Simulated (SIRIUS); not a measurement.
Nd under changes of volume

One of the cells (36.476 Å³/atom); the others are scaled copies at fixed shape and fractional positions:

```
Nd
1.0
    -2.08922    2.08922    2.08922
     2.08922   -2.08922    2.08922
     2.08922    2.08922   -2.08922
Nd
1
Direct
  0.00000 0.00000 0.00000
```

This isn't the form of Nd at room conditions, which is double hcp.

* Program: SIRIUS 7.12.0
* Functional: PBEsol
* Potentials or basis: all-electron FP-LAPW
* Cutoff: 168 eV
* Basis: apw+lo standard
* k mesh: 9 × 9 × 9
* Occupations: fermi-dirac, width 0.05 eV
* Spin: collinear spin, ferromagnetic start
* Starting moments: [3.0] μB

```csv
volume (Å³/atom),energy over the lowest point (meV/atom),moment (μB per cell)
33.615,0.00,4.15
34.331,?,?
35.046,29.84,4.15
36.476,170.00,4.13
37.191,190.48,4.14
37.907,211.48,4.16
```

Task: What does the run at 34.331 Å³/atom give?

Result: Energy over the lowest point 14.86 meV/atom; moment 4.15 μB per cell.

The energies don't lie on one smooth curve, so no fit is given. The run at 35.046 Å³/atom lies farthest off, from a change of basis, grid or state.

Energies are extrapolated to zero smearing.

Caveats: the magnetic or orbital state may not be the lowest.
